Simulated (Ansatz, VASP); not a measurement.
# One calculation of BN, two programs

```
B N
1.0
     2.54056    0.00000    0.00000
    -1.27028    2.20019    0.00000
     0.00000    0.00000    4.20265
B N
2 2
Direct
  0.33333 0.66667 0.99976
  0.66667 0.33333 0.49976
  0.33333 0.66667 0.37424
  0.66667 0.33333 0.87424
```

Alike in both runs: functional PBEsol; k mesh 9 × 9 × 6; occupations gaussian, width 0.02 eV; no spin polarisation.

Ansatz relaxed the structure, and its values are those at the end. VASP's run is a single point on that final structure, the one shown.

```csv
,VASP,Ansatz
version,VASP 6.6.1,Ansatz 0.2.0
potentials or method,"VASP PAW PBE potentials, release 64 (B, N)","scalar-relativistic, plane waves, PAW"
plane-wave cutoff (eV),520,420
valence electrons in the cell,16,16
```

|  | VASP | Ansatz | Ansatz less VASP |
| --- | --- | --- | --- |
| gap on the k mesh at the Fermi level (eV) | 4.95 | 4.96 | +0.013 |
| least direct gap on the mesh (eV) | 8.21 | 8.21 | +0.001 |
| pressure (GPa) | 0.8 | 0.0 | -0.81 |

With one functional, cell and mesh, what is left measures potentials, basis and numerics. Ansatz warned: «pseudo_functional_mismatch».

Caveats: the PAW data sets were made with another functional, which shifts forces and pressure a little (VASP); an odd mesh through Γ misses points on the zone boundary, where band edges often lie. A hybrid or GW would open this gap; PBEsol tends to underestimate it.
